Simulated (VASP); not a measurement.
Input of a VASP 6.6.1 run:

File INCAR:

```
PREC = Accurate
ENCUT = 520
EDIFF = 1E-6
ISMEAR = 0
SIGMA = 0.02
LREAL = False
LASPH = True
NELM = 80
ALGO = Fast
ISIF = 2
LWAVE = False
LCHARG = False
GGA = PE
NBANDS = 15
```

Contents of KPOINTS:

```
Automatic mesh
0
Gamma
  8 8 8
```

The input POSCAR:

```
SrTe
1.0
    0.0000000000      3.3592977625      3.3592977625
    3.3592977625      0.0000000000      3.3592977625
    3.3592977625      3.3592977625      0.0000000000
Sr Te
1 1
Direct
    0.0000000000      0.0000000000      0.0000000000
    0.5000000000      0.5000000000      0.5000000000
```

Potentials or basis: VASP PAW PBE potentials, release 64 (Sr_sv, Te).

The run is started by

```console
$ cat potpaw_PBE.64/Sr_sv/POTCAR potpaw_PBE.64/Te/POTCAR > POTCAR
$ mpirun -np 1 vasp_std > vasp.out
```

Task: What does it give for the band gap on the k mesh?

Result: 1.76 eV, indirect (least direct gap 2.48 eV).

Task: Predict the pressure.

Result: 0.1 GPa.

Caveat: spin-orbit coupling is left out, which moves the levels of the heavy elements. A k mesh can miss the band edges.
